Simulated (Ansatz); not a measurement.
# Tungsten, simple cubic under r²SCAN: structure, energy and stiffness, part 2 of 2

Aim: take tungsten in the simple cubic structure, relax it, solve it on a dense k-mesh, switch on spin-orbit coupling, then scale the cell to 7 volumes from 88 to 112 % of the relaxed one and try a fit of the equation of state. The k-meshes are 12×12×12 for the relaxation; 20×20×20 for the dense run; 12×12×12 for spin-orbit coupling; 13×13×13 for the volumes.

Ansatz 0.2.0; DFT, r2SCAN, plane waves (500 eV) with PAW, scalar-relativistic.

## (4) Spin-orbit coupling switched on

This is W in the simple cubic structure; at room conditions it is bcc.

The input, input.yaml:

```yaml
crystal:
  lattice:
    - [2.6219968936, 0.0, 0.0]
    - [0.0, 2.6219968936, 0.0]
    - [0.0, 0.0, 2.6219968936]
  atoms:
    - { symbol: W, position: [0.0, 0.0, 0.0] }
hamiltonian:
  xc: r2scan
  pseudopotentials:
    kind: paw_fr
    azcp:
      W: "pseudopotentials/W.paw.azcp"
basis:
  ecutwfc: 500
  fft_grid_basis: typed
kpoints:
  mp_grid: { grid: [12, 12, 12], shift: [0, 0, 0] }
magnetization:
  noncollinear: true
  spin_orbit: true
scf:
  occupations: { method: fermi_dirac, width: 0.1 }
```

Run with:

```
ansatz run input.yaml --threads 1 --pin off --max-ram 3584MiB --backend cpu --events-out ev --progress --plain --runs-dir out
```

Standard output (excerpt; [...] marks lines left out):

```text
[...]
Pseudopotentials: kind: paw_fr
Pseudopotential: W, paw_fr, valence charge 14, recommended cutoff 500 eV (meta_gga), <dir>
Functional definition: r2SCAN
[...]
non-collinear run that drives no moment, with spin-orbit: no starting moment large enough to seed its density (crystal.atoms[].spin), no starting occupations that ask for one, no magnetisation constraint and no magnetic field, so the semilocal B_xc is pinned to zero
Crystal: 1 atoms, lattice volume = 18.026 Å³
Basis set: ecut = 500 eV, 461 PW (Γ), exchange–correlation on 80×80×80 points (64 copies of the dense FFT grid, shifted against one another)
Bands: 22, of which v1, the nominal top of the filled ones, is band 14 counted from 1 (13 counted from 0)
Symmetry: 48 space group operations + 48 with time reversal
Magnetic group: BNS 221.93 (UNI 1595), of the structure as read, at distance tolerance 2.6e-5 Å
k-points: 84 of 1728
Projection manifold: j_resolved (fully-relativistic pseudo-atomic orbitals)
[...]
SCF iter   1: F=—  HF=-10371.461960 eV  |F-HF|=—  |Δ(HF+E_count)|=         —  Δρ=5.02e-2  dr2=2.21e-1  dr2_τ=4.67e-3  dr2_m=0.00e0 (ungated)  ethr=1.56e-3  |M|=0.00e0 ∫|m|=0.00e0 μB  |m|>n=0.0e0 m-floor=0.0e0 τ_xc=0.0e0  β_m=0.30  ⟨swp⟩=1.1  Hψ=6331  notcnv=0
[...]
SCF iter   6: F=-10371.563134 eV  HF=-10371.563134 eV  |F-HF|=4.87e-8  |Δ(HF+E_count)|=   9.68e-7  Δρ=1.26e-5  dr2=2.29e-8  dr2_τ=2.00e-10  dr2_m=0.00e0 (ungated)  ethr=7.14e-10  |M|=0.00e0 ∫|m|=0.00e0 μB  |m|>n=0.0e0 m-floor=0.0e0 τ_xc=0.0e0  ⟨swp⟩=3.1  Hψ=2207  notcnv=0
[...]
SCF converged after 6 iterations
Magnetization: |M| = 0.0000 μB,  M = (+0.0000, +0.0000, +0.0000) μB
Absolute magnetization: 0.0000 μB (∫|m|)
  site 0: m = (+0.0000, +0.0000, +0.0000) μB, |m| = 0.0000 μB  (R = 1.08 Å)
Free energy (F): -10371.563134 eV
[...]
E sigma→0 (E₀):  -10371.553722 eV
Entropy (-TS):   -0.018823 eV (-18.823 meV/atom)
Fermi energy:    19.336210 eV
[...]
```

Wall time 9.3 s (1 thread of Intel Xeon Platinum 8259CL at 2.50GHz (Skylake/Cascade Lake), shared host); peak memory 0.52 GiB.

With and without spin-orbit coupling:

```csv
,scalar-relativistic,with spin-orbit coupling
k-mesh,20×20×20,12×12×12
gap on the mesh,none (levels filled in part),none (levels filled in part)
```

The meshes differ, so small differences between the columns need not come from spin-orbit coupling.

## (5) At 88 % of the relaxed volume

The input, input.yaml:

```yaml
crystal:
  lattice:
    - [2.5126175962, 0.0, 0.0]
    - [0.0, 2.5126175962, 0.0]
    - [0.0, 0.0, 2.5126175962]
  atoms:
    - { symbol: W, position: [0.0, 0.0, 0.0] }
hamiltonian:
  xc: r2scan
  pseudopotentials:
    kind: paw
    azcp:
      W: "pseudopotentials/W.paw.azcp"
basis:
  ecutwfc: 500
  fft_grid_basis: typed
kpoints:
  mp_grid: { grid: [13, 13, 13], shift: [0, 0, 0] }
magnetization:
  spin_polarized: false
scf:
  occupations: { method: fermi_dirac, width: 0.1 }
  lower_state_search: "off"
output:
  stress: true
  write_density: true
  write_potential: true
  elf: true
  volumetric_format: npy
```

Run with:

```
ansatz run input.yaml --threads 1 --pin off --max-ram 3584MiB --backend cpu --events-out ev --progress --plain --runs-dir out
```

Standard output (excerpt; [...] marks lines left out):

```text
[...]
Pseudopotentials: kind: paw
Pseudopotential: W, paw, valence charge 14, recommended cutoff 500 eV (meta_gga), <dir>
Functional definition: r2SCAN
[...]
Crystal: 1 atoms, lattice volume = 15.863 Å³
Basis set: ecut = 500 eV, 389 PW (Γ), exchange–correlation on 80×80×80 points (64 copies of the dense FFT grid, shifted against one another)
Bands: 11, of which v1, the nominal top of the filled ones, is band 7 counted from 1 (6 counted from 0)
Symmetry: 48 space group operations
Space group: Pm-3m (ITA 221), of the structure as read, at distance tolerance 2.5e-5 Å
k-points: 84 of 2197
[...]
SCF iter   1: F=-10395.548385 eV  HF=-10395.509673 eV  |F-HF|=3.87e-2  |Δ(HF+E_count)|=         —  Δρ=6.75e-3  dr2=2.09e-3  dr2_τ=5.18e-2  ethr=1.77e-3  ⟨swp⟩=5.0  Hψ=5758  notcnv=0
[...]
SCF iter   6: F=-10395.549957 eV  HF=-10395.549957 eV  |F-HF|=1.92e-9  |Δ(HF+E_count)|=   1.02e-7  Δρ=3.36e-6  dr2=1.59e-9  dr2_τ=1.83e-10  ethr=7.14e-10  ⟨swp⟩=9.9  Hψ=6218  notcnv=0
[...]
SCF converged after 6 iterations
Free energy (F): -10395.549957 eV
[...]
E sigma→0 (E₀):  -10395.541461 eV
Entropy (-TS):   -0.016993 eV (-16.993 meV/atom)
Fermi energy:    22.476677 eV
[...]
--- Stress (GPa, compression-positive) ---
       36.142648       0.000000       0.000000
        0.000000      36.142648       0.000000
        0.000000       0.000000      36.142648
  P = ⅓ Tr σ = 36.1426 GPa (361.426 kbar)
--- Band table (eV; the first three rows and the last of 84) ---
  k-point 0: bands = ["-53.4878", "-16.1883", "-16.1883", "-16.1883", "12.6729", "16.8804", "16.8804", "28.3912", "28.3912", "28.3912", "39.2165"]
[...]
```

Wall time 4.5 s (1 thread of Intel Xeon Platinum 8259CL at 2.50GHz (Skylake/Cascade Lake), shared host); peak memory 0.5 GiB.

## (6) At 92 % of the relaxed volume

input.yaml, as its differences from that of step 5:

```diff
@@ -2,5 +2,5 @@
   lattice:
-    - [2.5126175962, 0.0, 0.0]
-    - [0.0, 2.5126175962, 0.0]
-    - [0.0, 0.0, 2.5126175962]
+    - [2.5501248811, 0.0, 0.0]
+    - [0.0, 2.5501248811, 0.0]
+    - [0.0, 0.0, 2.5501248811]
   atoms:
@@ -25,5 +25 @@
   stress: true
-  write_density: true
-  write_potential: true
-  elf: true
-  volumetric_format: npy
```

Run with:

```
ansatz run input.yaml --threads 1 --pin off --max-ram 3584MiB --backend cpu --events-out ev --progress --plain --runs-dir out
```

Standard output (excerpt; [...] marks lines left out):

```text
[...]
Pseudopotentials: kind: paw
Pseudopotential: W, paw, valence charge 14, recommended cutoff 500 eV (meta_gga), <dir>
Functional definition: r2SCAN
[...]
Crystal: 1 atoms, lattice volume = 16.584 Å³
Basis set: ecut = 500 eV, 437 PW (Γ), exchange–correlation on 80×80×80 points (64 copies of the dense FFT grid, shifted against one another)
Bands: 11, of which v1, the nominal top of the filled ones, is band 7 counted from 1 (6 counted from 0)
Symmetry: 48 space group operations
Space group: Pm-3m (ITA 221), of the structure as read, at distance tolerance 2.6e-5 Å
k-points: 84 of 2197
[...]
SCF iter   1: F=-10395.676041 eV  HF=-10395.643589 eV  |F-HF|=3.25e-2  |Δ(HF+E_count)|=         —  Δρ=6.52e-3  dr2=2.18e-3  dr2_τ=4.45e-2  ethr=1.77e-3  ⟨swp⟩=5.0  Hψ=5716  notcnv=0
[...]
SCF iter   6: F=-10395.677591 eV  HF=-10395.677591 eV  |F-HF|=1.66e-9  |Δ(HF+E_count)|=   6.53e-8  Δρ=2.80e-6  dr2=7.11e-10  dr2_τ=9.85e-11  ethr=7.14e-10  ⟨swp⟩=5.0  Hψ=3126  notcnv=0
[...]
SCF converged after 6 iterations
Free energy (F): -10395.677591 eV
[...]
E sigma→0 (E₀):  -10395.667690 eV
Entropy (-TS):   -0.019801 eV (-19.801 meV/atom)
Fermi energy:    21.357052 eV
[...]
--- Stress (GPa, compression-positive) ---
       21.127951       0.000000       0.000000
       -0.000000      21.127951       0.000000
        0.000000       0.000000      21.127951
  P = ⅓ Tr σ = 21.1280 GPa (211.280 kbar)
```

It took 2.6 s on 1 thread of Intel Xeon Platinum 8259CL at 2.50GHz (Skylake/Cascade Lake), shared host; peak memory 0.49 GiB.

## (7) At 96 % of the relaxed volume

input.yaml, as its differences from that of step 6:

```diff
@@ -2,5 +2,5 @@
   lattice:
-    - [2.5501248811, 0.0, 0.0]
-    - [0.0, 2.5501248811, 0.0]
-    - [0.0, 0.0, 2.5501248811]
+    - [2.5865601591, 0.0, 0.0]
+    - [0.0, 2.5865601591, 0.0]
+    - [0.0, 0.0, 2.5865601591]
   atoms:
```

Run with:

```
ansatz run input.yaml --threads 1 --pin off --max-ram 3584MiB --backend cpu --events-out ev --progress --plain --runs-dir out
```

Standard output (excerpt; [...] marks lines left out):

```text
[...]
Pseudopotentials: kind: paw
Pseudopotential: W, paw, valence charge 14, recommended cutoff 500 eV (meta_gga), <dir>
Functional definition: r2SCAN
[...]
Crystal: 1 atoms, lattice volume = 17.305 Å³
Basis set: ecut = 500 eV, 461 PW (Γ), exchange–correlation on 80×80×80 points (64 copies of the dense FFT grid, shifted against one another)
Bands: 11, of which v1, the nominal top of the filled ones, is band 7 counted from 1 (6 counted from 0)
Symmetry: 48 space group operations
Space group: Pm-3m (ITA 221), of the structure as read, at distance tolerance 2.6e-5 Å
k-points: 84 of 2197
[...]
SCF iter   1: F=-10395.742918 eV  HF=-10395.715598 eV  |F-HF|=2.73e-2  |Δ(HF+E_count)|=         —  Δρ=6.36e-3  dr2=2.35e-3  dr2_τ=3.90e-2  ethr=1.77e-3  ⟨swp⟩=5.0  Hψ=5664  notcnv=0
[...]
SCF iter   6: F=-10395.744520 eV  HF=-10395.744520 eV  |F-HF|=1.80e-9  |Δ(HF+E_count)|=   4.81e-8  Δρ=2.32e-6  dr2=4.93e-10  dr2_τ=1.50e-10  ethr=6.36e-10  ⟨swp⟩=2.6  Hψ=3548  notcnv=0
[...]
SCF converged after 6 iterations
Free energy (F): -10395.744520 eV
[...]
E sigma→0 (E₀):  -10395.732859 eV
Entropy (-TS):   -0.023322 eV (-23.322 meV/atom)
Fermi energy:    20.321253 eV
[...]
--- Stress (GPa, compression-positive) ---
        9.050176       0.000000       0.000000
        0.000000       9.050176       0.000000
        0.000000       0.000000       9.050176
  P = ⅓ Tr σ = 9.0502 GPa (90.502 kbar)
```

Run time: 3.4 s. Hardware: 1 thread of Intel Xeon Platinum 8259CL at 2.50GHz (Skylake/Cascade Lake), shared host; peak memory 0.5 GiB.

## (8) At 100 % of the relaxed volume

input.yaml, as its differences from that of step 7:

```diff
@@ -2,5 +2,5 @@
   lattice:
-    - [2.5865601591, 0.0, 0.0]
-    - [0.0, 2.5865601591, 0.0]
-    - [0.0, 0.0, 2.5865601591]
+    - [2.6219968936, 0.0, 0.0]
+    - [0.0, 2.6219968936, 0.0]
+    - [0.0, 0.0, 2.6219968936]
   atoms:
@@ -25 +25,5 @@
   stress: true
+  write_density: true
+  write_potential: true
+  elf: true
+  volumetric_format: npy
```

Run with:

```
ansatz run input.yaml --threads 1 --pin off --max-ram 3584MiB --backend cpu --events-out ev --progress --plain --runs-dir out
```

Standard output (excerpt; [...] marks lines left out):

```text
[...]
Pseudopotentials: kind: paw
Pseudopotential: W, paw, valence charge 14, recommended cutoff 500 eV (meta_gga), <dir>
Functional definition: r2SCAN
[...]
Crystal: 1 atoms, lattice volume = 18.026 Å³
Basis set: ecut = 500 eV, 461 PW (Γ), exchange–correlation on 80×80×80 points (64 copies of the dense FFT grid, shifted against one another)
Bands: 11, of which v1, the nominal top of the filled ones, is band 7 counted from 1 (6 counted from 0)
Symmetry: 48 space group operations
Space group: Pm-3m (ITA 221), of the structure as read, at distance tolerance 2.6e-5 Å
k-points: 84 of 2197
[...]
SCF iter   1: F=-10395.760911 eV  HF=-10395.737686 eV  |F-HF|=2.32e-2  |Δ(HF+E_count)|=         —  Δρ=6.29e-3  dr2=2.55e-3  dr2_τ=3.47e-2  ethr=1.77e-3  ⟨swp⟩=5.0  Hψ=5731  notcnv=0
[...]
SCF iter   6: F=-10395.762544 eV  HF=-10395.762544 eV  |F-HF|=1.27e-9  |Δ(HF+E_count)|=   5.18e-8  Δρ=1.56e-6  dr2=2.58e-10  dr2_τ=9.60e-11  ethr=1.45e-10  ⟨swp⟩=6.1  Hψ=5229  notcnv=0
[...]
SCF converged after 6 iterations
Free energy (F): -10395.762544 eV
[...]
E sigma→0 (E₀):  -10395.748996 eV
Entropy (-TS):   -0.027095 eV (-27.095 meV/atom)
Fermi energy:    19.360622 eV
[...]
--- Stress (GPa, compression-positive) ---
       -0.695092       0.000000       0.000000
        0.000000      -0.695092       0.000000
        0.000000      -0.000000      -0.695092
  P = ⅓ Tr σ = -0.6951 GPa (-6.951 kbar)
--- Band table (eV; the first three rows and the last of 84) ---
  k-point 0: bands = ["-56.6190", "-19.5660", "-19.5660", "-19.5660", "10.2438", "14.5601", "14.5601", "24.4059", "24.4059", "24.4059", "34.9219"]
[...]
```

Wall time 3.8 s (1 thread of Intel Xeon Platinum 8259CL at 2.50GHz (Skylake/Cascade Lake), shared host); peak memory 0.51 GiB.

## (9) At 104 % of the relaxed volume

input.yaml, as its differences from that of step 8:

```diff
@@ -2,5 +2,5 @@
   lattice:
-    - [2.6219968936, 0.0, 0.0]
-    - [0.0, 2.6219968936, 0.0]
-    - [0.0, 0.0, 2.6219968936]
+    - [2.6565008095, 0.0, 0.0]
+    - [0.0, 2.6565008095, 0.0]
+    - [0.0, 0.0, 2.6565008095]
   atoms:
@@ -25,5 +25 @@
   stress: true
-  write_density: true
-  write_potential: true
-  elf: true
-  volumetric_format: npy
```

Run with:

```
ansatz run input.yaml --threads 1 --pin off --max-ram 3584MiB --backend cpu --events-out ev --progress --plain --runs-dir out
```

Standard output (excerpt; [...] marks lines left out):

```text
[...]
Pseudopotentials: kind: paw
Pseudopotential: W, paw, valence charge 14, recommended cutoff 500 eV (meta_gga), <dir>
Functional definition: r2SCAN
[...]
Crystal: 1 atoms, lattice volume = 18.747 Å³
Basis set: ecut = 500 eV, 461 PW (Γ), exchange–correlation on 80×80×80 points (64 copies of the dense FFT grid, shifted against one another)
Bands: 11, of which v1, the nominal top of the filled ones, is band 7 counted from 1 (6 counted from 0)
Symmetry: 48 space group operations
Space group: Pm-3m (ITA 221), of the structure as read, at distance tolerance 2.7e-5 Å
k-points: 84 of 2197
[...]
SCF iter   1: F=-10395.739311 eV  HF=-10395.719386 eV  |F-HF|=1.99e-2  |Δ(HF+E_count)|=         —  Δρ=6.30e-3  dr2=2.81e-3  dr2_τ=3.13e-2  ethr=1.77e-3  ⟨swp⟩=5.0  Hψ=5703  notcnv=0
[...]
SCF iter   6: F=-10395.741031 eV  HF=-10395.741031 eV  |F-HF|=5.45e-9  |Δ(HF+E_count)|=   5.92e-8  Δρ=4.18e-6  dr2=1.16e-9  dr2_τ=5.06e-10  ethr=3.30e-10  ⟨swp⟩=2.6  Hψ=3356  notcnv=0
[...]
SCF converged after 6 iterations
Free energy (F): -10395.741031 eV
[...]
E sigma→0 (E₀):  -10395.725652 eV
Entropy (-TS):   -0.030758 eV (-30.758 meV/atom)
Fermi energy:    18.468085 eV
[...]
--- Stress (GPa, compression-positive) ---
       -8.585359      -0.000000       0.000000
       -0.000000      -8.585359       0.000000
        0.000000       0.000000      -8.585359
  P = ⅓ Tr σ = -8.5854 GPa (-85.854 kbar)
```

Wall time 2.9 s (1 thread of Intel Xeon Platinum 8259CL at 2.50GHz (Skylake/Cascade Lake), shared host); peak memory 0.5 GiB.

## (10) At 108 % of the relaxed volume

input.yaml, as its differences from that of step 9:

```diff
@@ -2,5 +2,5 @@
   lattice:
-    - [2.6565008095, 0.0, 0.0]
-    - [0.0, 2.6565008095, 0.0]
-    - [0.0, 0.0, 2.6565008095]
+    - [2.6901309722, 0.0, 0.0]
+    - [0.0, 2.6901309722, 0.0]
+    - [0.0, 0.0, 2.6901309722]
   atoms:
```

Run with:

```
ansatz run input.yaml --threads 1 --pin off --max-ram 3584MiB --backend cpu --events-out ev --progress --plain --runs-dir out
```

Standard output (excerpt; [...] marks lines left out):

```text
[...]
Pseudopotentials: kind: paw
Pseudopotential: W, paw, valence charge 14, recommended cutoff 500 eV (meta_gga), <dir>
Functional definition: r2SCAN
[...]
Crystal: 1 atoms, lattice volume = 19.468 Å³
Basis set: ecut = 500 eV, 485 PW (Γ), exchange–correlation on 80×80×80 points (64 copies of the dense FFT grid, shifted against one another)
Bands: 11, of which v1, the nominal top of the filled ones, is band 7 counted from 1 (6 counted from 0)
Symmetry: 48 space group operations
Space group: Pm-3m (ITA 221), of the structure as read, at distance tolerance 2.7e-5 Å
k-points: 84 of 2197
[...]
SCF iter   1: F=-10395.685700 eV  HF=-10395.668365 eV  |F-HF|=1.73e-2  |Δ(HF+E_count)|=         —  Δρ=6.38e-3  dr2=3.11e-3  dr2_τ=2.87e-2  ethr=1.77e-3  ⟨swp⟩=5.0  Hψ=5655  notcnv=0
[...]
SCF iter   6: F=-10395.687491 eV  HF=-10395.687491 eV  |F-HF|=1.08e-8  |Δ(HF+E_count)|=   1.62e-7  Δρ=5.15e-6  dr2=2.18e-9  dr2_τ=1.02e-10  ethr=7.14e-10  ⟨swp⟩=5.0  Hψ=3182  notcnv=0
[...]
SCF converged after 6 iterations
Free energy (F): -10395.687491 eV
[...]
E sigma→0 (E₀):  -10395.670408 eV
Entropy (-TS):   -0.034166 eV (-34.166 meV/atom)
Fermi energy:    17.637666 eV
[...]
--- Stress (GPa, compression-positive) ---
      -14.989178      -0.000000       0.000000
       -0.000000     -14.989178       0.000000
        0.000000       0.000000     -14.989178
  P = ⅓ Tr σ = -14.9892 GPa (-149.892 kbar)
```

Wall time 3.9 s (1 thread of Intel Xeon Platinum 8259CL at 2.50GHz (Skylake/Cascade Lake), shared host); peak memory 0.49 GiB.

## (11) At 112 % of the relaxed volume

input.yaml, as its differences from that of step 10:

```diff
@@ -2,5 +2,5 @@
   lattice:
-    - [2.6901309722, 0.0, 0.0]
-    - [0.0, 2.6901309722, 0.0]
-    - [0.0, 0.0, 2.6901309722]
+    - [2.722940681, 0.0, 0.0]
+    - [0.0, 2.722940681, 0.0]
+    - [0.0, 0.0, 2.722940681]
   atoms:
@@ -25 +25,5 @@
   stress: true
+  write_density: true
+  write_potential: true
+  elf: true
+  volumetric_format: npy
```

Run with:

```
ansatz run input.yaml --threads 1 --pin off --max-ram 3584MiB --backend cpu --events-out ev --progress --plain --runs-dir out
```

Standard output (excerpt; [...] marks lines left out):

```text
[...]
Pseudopotentials: kind: paw
Pseudopotential: W, paw, valence charge 14, recommended cutoff 500 eV (meta_gga), <dir>
Functional definition: r2SCAN
[...]
Crystal: 1 atoms, lattice volume = 20.189 Å³
Basis set: ecut = 500 eV, 485 PW (Γ), exchange–correlation on 80×80×80 points (64 copies of the dense FFT grid, shifted against one another)
Bands: 11, of which v1, the nominal top of the filled ones, is band 7 counted from 1 (6 counted from 0)
Symmetry: 48 space group operations
Space group: Pm-3m (ITA 221), of the structure as read, at distance tolerance 2.7e-5 Å
k-points: 84 of 2197
[...]
SCF iter   1: F=-10395.606001 eV  HF=-10395.590680 eV  |F-HF|=1.53e-2  |Δ(HF+E_count)|=         —  Δρ=6.52e-3  dr2=3.46e-3  dr2_τ=2.66e-2  ethr=1.77e-3  ⟨swp⟩=5.0  Hψ=5584  notcnv=0
[...]
SCF iter   6: F=-10395.607928 eV  HF=-10395.607928 eV  |F-HF|=2.19e-8  |Δ(HF+E_count)|=   5.48e-7  Δρ=1.89e-5  dr2=3.23e-8  dr2_τ=2.19e-9  ethr=7.14e-10  ⟨swp⟩=6.9  Hψ=5672  notcnv=0
[...]
SCF converged after 6 iterations
Free energy (F): -10395.607928 eV
[...]
E sigma→0 (E₀):  -10395.589281 eV
Entropy (-TS):   -0.037295 eV (-37.295 meV/atom)
Fermi energy:    16.864084 eV
[...]
--- Stress (GPa, compression-positive) ---
      -20.189497      -0.000000       0.000000
       -0.000000     -20.189497       0.000000
       -0.000000       0.000000     -20.189497
  P = ⅓ Tr σ = -20.1895 GPa (-201.895 kbar)
--- Band table (eV; the first three rows and the last of 84) ---
  k-point 0: bands = ["-59.1807", "-22.2725", "-22.2725", "-22.2725", "8.3831", "12.6902", "12.6902", "21.2409", "21.2409", "21.2409", "31.4734"]
[...]
```

Wall time 6.6 s (1 thread of Intel Xeon Platinum 8259CL at 2.50GHz (Skylake/Cascade Lake), shared host); peak memory 0.51 GiB.

## (12) Energy and pressure against volume

All volumes keep the relaxed shape and fractional coordinates.

```csv
V (Å³/atom),E − E₀ (meV/atom),P from the stress (GPa),P from the fit (GPa)
15.863,207.9,36.14,35.87
16.584,81.7,21.13,20.77
17.305,16.5,9.05,8.65
18.026,0.3,-0.70,-1.11
18.747,23.7,-8.59,-8.99
19.468,78.9,-14.99,-15.35
20.189,160.1,-20.19,-20.49
```

Fit (Birch-Murnaghan, third order): V₀ = 17.935 Å³/atom, B₀ = 224 GPa, B₀′ = 4.3, largest residual 0.04 meV/atom.

The fit is made to E(σ → 0), while the stress belongs to the free energy F; that is one source of the offset between the two pressures.

## (13) Results

What follows sums up all 2 parts.

```
                      quantity                               value
space group (spins left aside)                     Pm-3m (No. 221)
             conventional cell                         a = 2.622 Å
                        volume                      18.026 Å³/atom
             shortest distance                             2.622 Å
               gap on the mesh        none (levels filled in part)
               relative to bcc                      +1549 meV/atom
 highest ELF outside the cores  0.53, 1.85 Å from the nearest atom
                   V₀, B₀, B₀′        17.935 Å³/atom, 224 GPa, 4.3
```

The relaxation enlarged the cell by 5.3 % in volume. It lies 1549 meV/atom above the element's reference form at the same level (bcc, from a run of its own), so it is far from stable. Levels at the Fermi energy are filled in part, as in a metal. The total energy of the spin-orbit run lies +24.2 eV/atom from the scalar one, but the two kinds of run don't share a zero of energy: only differences within one kind count. The fitted modulus is 224 GPa. Relaxation kept the symmetry; phonons were not checked.
